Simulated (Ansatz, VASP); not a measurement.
**SiC in VASP and in Ansatz**

```xyz
8
Lattice="3.2217 0.0000 0.0000 -1.6108 2.7901 0.0000 0.0000 0.0000 9.5384" Properties=species:S:1:pos:R:3 pbc="T T T"
Si    1.6109    0.9300    8.9454
Si    0.0000    1.8600    4.1762
Si    0.0000    0.0000    6.5614
Si    0.0000    0.0000    1.7922
C     1.6109    0.9300    7.1521
C     0.0000    1.8600    2.3829
C     0.0000    0.0000    4.7735
C     0.0000    0.0000    0.0043
```

Alike in both runs: task single point; functional PBEsol; k mesh 12 × 12 × 4; occupations gaussian, width 0.05 eV; no spin polarisation.

|  | VASP | Ansatz |
| --- | --- | --- |
| version | VASP 6.6.1 | Ansatz 0.2.0 |
| potentials or method | VASP PAW PBE potentials, release 64 (Si, C) | scalar-relativistic, plane waves, PAW |
| plane-wave cutoff (eV) | 520 | 520 |
| valence electrons in the cell | 32 | 32 |

|  | VASP | Ansatz | Ansatz less VASP |
| --- | --- | --- | --- |
| gap on the k mesh at the Fermi level (eV) | 1.52 | 1.53 | +0.018 |
| least direct gap on the mesh (eV) | 2.58 | 2.59 | +0.009 |
| pressure (GPa) | -4.4 | -4.7 | -0.34 |
| largest component of the traceless stress (GPa) | 36.59 | 36.34 | -0.257 |
| rms of the force components (eV/Å) | 0.782 | 0.774 | -0.0082 |

Atom by atom the forces differ by 0.008 eV/Å (rms over components). Ansatz warned: «pseudo_functional_mismatch».

Caveats: the PAW data sets were made with another functional, which shifts forces and pressure a little (VASP). A k mesh can miss the band edges. As with any semilocal functional, this PBEsol gap is likely too small.
